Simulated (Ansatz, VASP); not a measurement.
Two plane-wave programs on Ca

```
CELL_PARAMETERS angstrom
3.74074 0.00000 0.00000
0.00000 3.84119 0.00000
0.00000 0.00000 5.56805
ATOMIC_POSITIONS crystal
Ca 0.00000 0.00000 0.50000
Ca 0.50000 0.50000 0.00000
```

Change from the starting cell: uniaxial strain along a, b, c and atoms relaxed: -3.0 %.

Alike in both runs: functional PBEsol; k mesh 12 × 12 × 8; occupations gaussian, width 0.1 eV; no spin polarisation.

Ansatz relaxed the structure, and its values are those at the end. VASP's run is a single point on that final structure, the one shown.

```csv
,VASP,Ansatz
version,VASP 6.6.1,Ansatz 0.2.0
potentials or method,"VASP PAW PBE potentials, release 64 (Ca_sv)","scalar-relativistic, plane waves, PAW"
plane-wave cutoff (eV),520,420
valence electrons in the cell,20,20
```

|  | VASP | Ansatz | Ansatz less VASP |
| --- | --- | --- | --- |
| gap on the k mesh at the Fermi level (eV) | none | none | - |
| pressure (GPa) | 0.3 | 0.3 | -0.01 |

A gap of «none» marks a metal or a gap that the smearing closes.

Caveats: the PAW data sets were made with another functional, which shifts forces and pressure a little (VASP).
